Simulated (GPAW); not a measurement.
# SiC (Moissanite) (P6_3mc) in GPAW: further runs, part 3 of 3

GPAW 26.7.0. The steps go on from the part before.

### Step 5. Single point, PBE

The input, run.py:

```python
from ase.dft.bandgap import bandgap
from ase.io import read, write
from ase.units import GPa
from gpaw import GPAW, PW

atoms = read('SiC.cif')

calc = GPAW(mode=PW(700),
            xc='PBE',
            kpts={'size': (7, 7, 4), 'gamma': True},
            occupations={'name': 'fermi-dirac', 'width': 0.05},
            nbands=18,
            convergence={'density': 1e-05, 'energy': 1e-05},
            maxiter=100,
            txt='gpaw.txt')
atoms.calc = calc
energy = atoms.get_potential_energy()
forces = atoms.get_forces()
stress = atoms.get_stress()
calc.write('gs.gpw')
write('result.traj', atoms)
print(f'Energy: {energy:.6f} eV')
print('Forces (eV/A):')
print(forces.round(4))
print('Stress (GPa):', (stress / GPa).round(3))
print('Fermi level:', round(calc.get_fermi_level(), 4), 'eV')
print(f'Gap: {bandgap(calc)[0]:.4f} eV, direct: {bandgap(calc, direct=True)[0]:.4f} eV')
```

The input, SiC.cif:

```cif
data_SiC
_cell_length_a 3.07600000
_cell_length_b 3.07600000
_cell_length_c 5.04800000
_cell_angle_alpha 90.00000000
_cell_angle_beta 90.00000000
_cell_angle_gamma 120.00000000
_space_group_name_H-M_alt 'P1'
_space_group_name_Hall 'P 1'
_space_group_IT_number 1
loop_
_space_group_symop_operation_xyz
'x,y,z'
loop_
_atom_site_label
_atom_site_type_symbol
_atom_site_symmetry_multiplicity
_atom_site_Wyckoff_symbol
_atom_site_fract_x
_atom_site_fract_y
_atom_site_fract_z
_atom_site_occupancy
Si1 Si 1 a 0.6666666667 0.3333333333 0.5000000000 1
Si2 Si 1 a 0.3333333333 0.6666666667 0.0000000000 1
C1 C 1 a 0.6666666667 0.3333333333 0.8850000000 1
C2 C 1 a 0.3333333333 0.6666666667 0.3850000000 1
```

Command:

```console
OMP_NUM_THREADS=1 python run.py
```

Run time: 14 s. Hardware: 1 thread of Arm Neoverse V1, shared host; peak memory 0.16 GiB.

It converged, with:

```
Free energy            : -29.8961 eV
Pressure               : 5.0 GPa
Largest force          : 0.767 eV/Å
Band gap on the k mesh : 2.63 eV, indirect (least direct gap 4.13 eV)
```

Forces in eV/Å, atoms in the order of the input:
```
Si   0.000  0.000  0.767
Si   0.000  0.000  0.767
C    0.000  0.000 -0.767
C    0.000  0.000 -0.767
```

Stress tensor (GPa, compression positive):
```
6.77 0.00 0.00
0.00 6.77 0.00
0.00 0.00 1.60
```

Levels at points of the mesh, in eV from the valence-band top:
```
           k point  band 4  band 5  band 6  band 7  band 8  band 9  band 10  band 11  band 12  band 13
(0.00, 0.00, 0.00)   -1.56   -1.56   -0.28   -0.28    0.00    4.62     6.04     6.49     6.49     7.55
(0.00, 0.00, 0.50)   -4.46   -0.97   -0.97   -0.97   -0.97    5.71     5.71     7.16     7.16     7.16
```

Caveat: the cutoff is short for stress and forces, so pressures can be off by a GPa or more; an odd mesh through Γ misses points on the zone boundary, where band edges often lie.

### Step 6. Single point, PBE

Changes to run.py since step 5:

```diff
@@ -7,3 +7,3 @@
 
-calc = GPAW(mode=PW(700),
+calc = GPAW(mode=PW(1200),
             xc='PBE',
```

The input, SiC.cif:

```cif
data_SiC
_cell_length_a 3.07600000
_cell_length_b 3.07600000
_cell_length_c 5.04800000
_cell_angle_alpha 90.00000000
_cell_angle_beta 90.00000000
_cell_angle_gamma 120.00000000
_space_group_name_H-M_alt 'P6_3mc'
_space_group_name_Hall 'P 6c -2c'
_space_group_IT_number 186
loop_
_space_group_symop_operation_xyz
'x,y,z'
'x-y,x,z+1/2'
'-y,x-y,z'
'-x,-y,z+1/2'
'-x+y,-x,z'
'y,-x+y,z+1/2'
'y,x,z+1/2'
'x,x-y,z'
'x-y,-y,z+1/2'
'-y,-x,z'
'-x,-x+y,z+1/2'
'-x+y,y,z'
loop_
_atom_site_label
_atom_site_type_symbol
_atom_site_symmetry_multiplicity
_atom_site_Wyckoff_symbol
_atom_site_fract_x
_atom_site_fract_y
_atom_site_fract_z
_atom_site_occupancy
Si1 Si 2 b 0.6666666667 0.3333333333 0.5000000000 1
C1 C 2 b 0.6666666667 0.3333333333 0.8850000000 1
```

Potentials or basis: GPAW PAW data sets (gpaw-data 1.2.1), pw.

Command:

```console
OMP_NUM_THREADS=1 python run.py
```

gpaw.txt:

```text
__  _  _
 | _ |_)|_||  |
 |__||  | ||/\| - 26.7.0

Input parameters:
  mode=PW(ecut=1200.0),
  convergence={'density': 1e-05, 'energy': 1e-05},
  kpts=MonkhorstPack(size=(7, 7, 4), gamma=True),
  maxiter=100,
  nbands=18,
  occupations=Occupations(name='fermi-dirac', width=0.05),
  xc=XC(name='PBE')

Diagonalizing LCAO Hamiltonian
Converting LCAO to pw mode

           C

           Si
        C

        Si

Atoms  # Å, Bohr magnetons
|   | symbol |        x |        y |        z |    initial magnetic moments |
|---|--------|----------|----------|----------|-----------------------------|
| 0 |     Si | 1.538000 | 0.887965 | 2.524000 | ( 0.0000,  0.0000,  0.0000) |
| 1 |     Si | 0.000000 | 1.775929 | 0.000000 | ( 0.0000,  0.0000,  0.0000) |
| 2 |      C | 1.538000 | 0.887965 | 4.467480 | ( 0.0000,  0.0000,  0.0000) |
| 3 |      C | 0.000000 | 1.775929 | 1.943480 | ( 0.0000,  0.0000,  0.0000) |

Unit cell  # Å
| periodic |         x |        y |        z |  lengths |     angles |
|----------|-----------|----------|----------|----------|------------|
|      yes |  3.076000 | 0.000000 | 0.000000 | 3.076000 |  90.000000 |
|      yes | -1.538000 | 2.663894 | 0.000000 | 3.076000 |  90.000000 |
|      yes |  0.000000 | 0.000000 | 5.048000 | 5.048000 | 120.000000 |

Number of symmetries: 6
Symmetry operations  # r_c * U_cc + t_c -> r_c
|   | kind |            matrix            |
|---|------|------------------------------|
| 0 |  σ   |  1, 1, 0,  0,-1, 0,  0, 0, 1 |
| 1 |  E   |  1, 0, 0,  0, 1, 0,  0, 0, 1 |
| 2 |  C3  |  0, 1, 0, -1,-1, 0,  0, 0, 1 |
[... 135 lines left out ...]
|iter     | |      energy | eigst |  dens |
|---------|-|-------------|-------|-------|
|iter:   1| |  -33.209576 | -0.10 |       |
|iter:   2| |  -32.452987 | -2.12 | -0.56 |
|iter:   3| |  -29.913993 | -0.64 | -0.61 |
|iter:   4| |  -29.924439 | -2.74 | -1.31 |
|iter:   5| |  -29.930868 | -3.33 | -1.69 |
|iter:   6| |  -29.931003 | -5.17 | -2.68 |
|iter:   7| |  -29.931012c| -6.43 | -3.29 |
|iter:   8| |  -29.931013c| -8.00c| -4.13 |
|iter:   9| |  -29.931013c| -7.93c| -4.72 |
|iter:  10| |  -29.931013c| -8.66c| -5.28c|

Converged in 10 steps
Energy contributions relative to reference atoms: (reference = -17827.944731)

Energy contributions:
  Kinetic:          32.538874
  Coulomb:         -27.279532
  Zero:             -0.036185
  External:          0.000000
  Xc:              -35.154169
  Entropy:          -0.000000
  Spinorbit:         0.000000
  ----------------------------
  Free energy:     -29.931013
  Extrapolated:    -29.931013

dipole moment: (0.000000, -0.000003, -8.957247)  # |e|*Ang

Fermi level: 10.076
Eigenvalues  # (at kpt = [0.000, 0.000, 0.000])
| band index |      eig [eV] | occ [0-2] |
|------------|---------------|-----------|
|          0 |        -7.184 |     2.000 |
|          1 |        -3.679 |     2.000 |
|          2 |        -0.152 |     2.000 |
|          3 |         6.992 |     2.000 |
|          4 |         6.992 |     2.000 |
|          5 |         8.277 |     2.000 |
[... 8 lines left out ...]
|         14 |        17.245 |     0.000 |
|         15 |        19.917 |     0.000 |
|        ... |               |           |
|         17 |        19.927 |     0.000 |

Gap: 2.626 eV
Transition (v -> c):
  (s=0, k=0, n=7, [0.00, 0.00, 0.00]) -> (s=0, k=22, n=8, [0.43, 0.29, 0.00])
Direct/indirect transitions are different
Direct gap: 4.129 eV
Transition at: (s=0, k=19, n=7, [0.43, 0.00, 0.00])

Forces  # eV/Ang
|        x |        y |        z |
|----------|----------|----------|
|  0.00000 |  0.00000 |  0.76623 |  # Si   0
|  0.00000 |  0.00000 |  0.76628 |  # Si   1
|  0.00000 |  0.00000 | -0.76623 |  # C    2
| -0.00000 | -0.00000 | -0.76625 |  # C    3

Stress tensor  # eV/Ang^3
|         x |         y |         z |
|-----------|-----------|-----------|
| -0.042806 |  0.000000 |  0.000000 |
|  0.000000 | -0.042806 |  0.000000 |
|  0.000000 |  0.000000 | -0.010622 |

# Writing to gs.gpw (mode='')
```

Run time: 32 s. Hardware: 1 thread of Arm Neoverse V1, shared host; peak memory 0.22 GiB.

What came out:

| Quantity | Value |
| --- | --- |
| Free energy | -29.9310 eV |
| Pressure | 5.1 GPa |
| Largest force | 0.766 eV/Å |
| Band gap on the k mesh | 2.63 eV, indirect (least direct gap 4.13 eV) |

Forces on the atoms (eV/Å):
```
Si   0.000  0.000  0.766
Si   0.000  0.000  0.766
C    0.000  0.000 -0.766
C    0.000  0.000 -0.766
```

Levels at points of the mesh, in eV from the valence-band top:
```csv
k point,band 4,band 5,band 6,band 7,band 8,band 9,band 10,band 11,band 12,band 13
"(0.00, 0.00, 0.00)",-1.56,-1.56,-0.28,-0.28,0.00,4.62,6.04,6.49,6.49,7.55
"(0.00, 0.00, 0.50)",-4.46,-0.97,-0.97,-0.97,-0.97,5.71,5.71,7.16,7.16,7.16
```

Caveat: an odd mesh through Γ misses points on the zone boundary, where band edges often lie.

### Step 7. Summary

| task | level | potentials or basis | cell | cutoff (eV) | eigensolver | maxiter | optimizer | fmax | max steps | other keys | gap on the mesh (eV) | pressure (GPa) | largest force (eV/Å) |
| --- | --- | --- | --- | --- | --- | --- | --- | --- | --- | --- | --- | --- | --- |
| relaxation of cell and atoms | OLYP+D4 | PAW data sets generated in the run's folder for this functional, pw | relaxed to 5 GPa | 800 | davidson | 150 | BFGS | 0.01 eV/Å | 40 | - | 2.59 | 5.0 | 0.01 |
| relaxation of cell and atoms | r2SCAN | GPAW PAW data sets (gpaw-data 1.2.1), pw | relaxed | 800 | - | 150 | BFGS | 0.02 eV/Å | 60 | - | 3.01 | 0.0 | 0.02 |
| single point | PBE | GPAW PAW data sets (gpaw-data 1.2.1), pw | as given | 700 | - | 100 | - | - | - | several, not listed | 2.63 | 5.0 | 0.77 |
| single point | PBE | GPAW PAW data sets (gpaw-data 1.2.1), pw | as given | 1200 | - | 100 | - | - | - | several, not listed | 2.63 | 5.1 | 0.77 |

Alike in all rows: no spin polarisation; k mesh 7 × 7 × 4; smearing fermi-dirac 0.05 eV.

Caveats: an odd mesh through Γ misses points on the zone boundary, where band edges often lie; later steps reuse the first step's grids (some runs); the PAW data sets were made with another functional, which shifts forces and pressure a little (some runs); the cutoff is short for stress and forces, so pressures can be off by a GPa or more (some runs).

Total energies depend on the potentials used, so only differences within one code and one set of settings carry meaning.
